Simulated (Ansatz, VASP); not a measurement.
Two plane-wave programs on Na

```
CELL_PARAMETERS angstrom
-1.89475 1.89475 2.23705
1.89475 -1.89475 2.23705
1.89475 1.89475 -2.23705
ATOMIC_POSITIONS crystal
Na 0.00000 0.00000 0.00000
```

Alike in both runs: task single point; functional LDA; k mesh 18 × 18 × 18; occupations gaussian, width 0.15 eV; no spin polarisation.

```csv
,VASP,Ansatz
version,VASP 6.6.1,Ansatz 0.2.0
potentials or method,"VASP PAW LDA potentials, release 64 (Na_pv)","scalar-relativistic, plane waves, PAW"
plane-wave cutoff (eV),520,520
valence electrons in the cell,7,9
```

```csv
,VASP,Ansatz,Ansatz less VASP
gap on the k mesh at the Fermi level (eV),none,none,-
pressure (GPa),0.2,0.4,+0.17
```

A gap of «none» marks a metal or a gap that the smearing closes. The two sets of potentials don't hold the same shells in valence.
